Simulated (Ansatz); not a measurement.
A 2-atom cell of KBr started from a crystallographic database, relaxed with r2SCAN, was run in the PAW code Ansatz under altered settings. All numbers are computed, without spin polarisation but where a row says otherwise.

```
CELL_PARAMETERS angstrom
0.00000 3.30244 3.30244
3.30244 0.00000 3.30244
3.30244 3.30244 0.00000
ATOMIC_POSITIONS crystal
K 0.00000 0.00000 0.00000
Br 0.50000 0.50000 0.50000
```

The base run's other keys:
```yaml
kpoints:
  mp_grid: { grid: [4, 4, 4] }
hamiltonian:
  xc: hse06
scf:
  occupations: { method: fixed }
  n_extra_bands: 4
```

It takes 10 iterations with 1411 plane waves at 420 eV and 8 k points, and leaves a mean stress of +0.43 GPa. The gap over this mesh is 5.596 eV. It ran on 4 threads of Arm Neoverse N1, with other jobs on the host.

Outcomes, with energy and stress as changes against the base:
```
                                    setting    outcome  ΔF (meV/atom)  Δ mean stress (GPa)  gap on the mesh (eV)  iterations  wall time
  PBE hybrid, exx coeff 0.35, omega 0.1 1/Å  converged              –                 -0.1                 6.558          11      9.2 s
PBE hybrid, exx coeff 0.4, omega 0.2078 1/Å  converged              –                 -0.2                 6.317          13       10 s
   PBE hybrid, exx coeff 0.4, omega 0.1 1/Å  converged              –                 -0.2                 6.871          14       10 s
   PBE hybrid, exx coeff 0.1, omega 0.3 1/Å  converged              –                 +0.2                 4.801           9        9 s
                  scf.occupations: cold 0.2  converged            0.0                  0.0                 5.596          10      9.2 s
              scf.occupations: gaussian 0.5  converged            0.0                  0.0                 5.596          10      9.3 s
```
A dash marks a value that wasn't obtained or can't be compared. Stress is positive in compression. The base took 9 s.

- PBE hybrid, exx coeff 0.35, omega 0.1 1/Å. That is 35 % exact exchange, screened with ω = 0.1 1/Å, against HSE06's 25 % screened at 0.208 1/Å. The mean stress moves by -0.1 GPa and the gap on the mesh by +0.962 eV (to 6.558). Totals of different functionals aren't comparable. The program warns that on this mesh the truncation of the exchange isn't bounded, so part of the change can be an error of the mesh.
- PBE hybrid, exx coeff 0.4, omega 0.2078 1/Å. That is 40 % exact exchange, screened with ω = 0.2078 1/Å, against HSE06's 25 % screened at 0.208 1/Å. The mean stress moves by -0.2 GPa and the gap on the mesh by +0.721 eV (to 6.317). Totals of different functionals aren't comparable.
- PBE hybrid, exx coeff 0.4, omega 0.1 1/Å. That is 40 % exact exchange, screened with ω = 0.1 1/Å, against HSE06's 25 % screened at 0.208 1/Å. The mean stress moves by -0.2 GPa and the gap on the mesh by +1.275 eV (to 6.871). Totals of different functionals aren't comparable. The program warns that on this mesh the truncation of the exchange isn't bounded, so part of the change can be an error of the mesh.
- PBE hybrid, exx coeff 0.1, omega 0.3 1/Å. That is 10 % exact exchange, screened with ω = 0.3 1/Å, against HSE06's 25 % screened at 0.208 1/Å. The mean stress moves by +0.2 GPa and the gap on the mesh by -0.795 eV (to 4.801). Totals of different functionals aren't comparable.

Within 1 meV an atom, 0.1 GPa and 0.005 eV of the base stay: scf.occupations: cold 0.2; scf.occupations: gaussian 0.5.

The runs are scalar-relativistic, without spin-orbit coupling.

The stress of a hybrid is loosely converged in these runs.

The meshes of the hybrids are coarse, so their gaps aren't converged to the digits shown.
